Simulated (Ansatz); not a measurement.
ZnSiP2:

```
Zn P Si
1.0
    -2.68670    2.68670    5.23003
     2.68670   -2.68670    5.23003
     2.68670    2.68670   -5.23003
Zn P Si
2 4 2
Direct
  0.75000 0.25000 0.50000
  0.00000 0.00000 0.00000
  0.14230 0.62500 0.01730
  0.60770 0.12500 0.98270
  0.87500 0.85770 0.48270
  0.37500 0.39230 0.51730
  0.25000 0.75000 0.50000
  0.50000 0.50000 0.00000
```

The cell is a database's computed one.

Base run:

- Program: Ansatz 0.2.0
- Functional: r2SCAN
- Potentials or basis: Ansatz PAW
- Cutoff: 500 eV (not typed: the program's choice for these potentials)
- k mesh: 5 × 5 × 5
- Occupations: fermi-dirac, width 0.05 eV
- Spin: no spin polarisation

Its results: band gap on the k mesh 1.56 eV, direct; pressure 0.2 GPa; largest force 0.038 eV/Å.

Task: The run is repeated on the same cell with these changes: functional from r2SCAN to PBE; cutoff from 500 eV (not typed: the program's choice for these potentials) to 420 eV (not typed: the program's choice for these potentials). What comes out?

Result: Band gap on the k mesh 1.31 eV, direct; pressure 2.2 GPa; largest force 0.054 eV/Å.

r2SCAN gives the wider gap, since meta-GGAs in the generalised Kohn-Sham scheme recover part of the derivative discontinuity.

Caveats: the PAW data sets come from PBE, with cores solved anew for the run's functional, which leaves a small shift of forces and pressure (some runs).
